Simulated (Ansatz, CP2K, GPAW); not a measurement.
## One calculation of AlRu, 4 ways

```
Ru Al
1.0
     2.99160    0.00000    0.00000
     0.00000    2.99160    0.00000
     0.00000    0.00000    2.99160
Ru Al
1 1
Direct
  0.50000 0.50000 0.50000
  0.00000 0.00000 0.00000
```

Alike in all runs: task band structure; functional PBEsol; k mesh 9 × 9 × 9; occupations fermi-dirac, width 0.05 eV; no spin polarisation; no spin-orbit coupling. Pressure is positive in compression and, in plane waves, holds the error of the finite cutoff, which Ansatz's Pulay term estimates and takes out.

```json
{"program and potentials": "Ansatz, all-electron LAPW, scalar-relativistic", "plane-wave cutoff (eV)": "-", "notes": "-", "pressure (GPa)": "-3.37"}
{"program and potentials": "GPAW, PAW data sets generated for this functional", "plane-wave cutoff (eV)": "600", "notes": "9.5 valence electrons an atom on average", "pressure (GPa)": "-2.57"}
{"program and potentials": "CP2K, POTENTIAL_UZH Ru GTH-PBE-q16, Al GTH-PBE-q3; TZVP-MOLOPT-PBE-GTH basis", "plane-wave cutoff (eV)": "-", "notes": "atomic basis; potentials made for PBE; 9.5 valence electrons an atom on average", "pressure (GPa)": "-0.40"}
{"program and potentials": "Ansatz, PAW datasets made for the crystal", "plane-wave cutoff (eV)": "280", "notes": "5.5 valence electrons an atom on average", "pressure (GPa)": "-3.37"}
```

The pressure spans -3.37 (Ansatz, PAW datasets made for the crystal) to -0.40 GPa (CP2K, POTENTIAL_UZH Ru GTH-PBE-q16, Al GTH-PBE-q3; TZVP-MOLOPT-PBE-GTH basis), with all-electron results at -3.37. Rows in atomic bases carry the error of their basis and grid, which can be large.

Differences between rows come from potentials, basis sets and numerical settings, since the functional is the same but for its coding. Runs on potential files found faulty are left out.
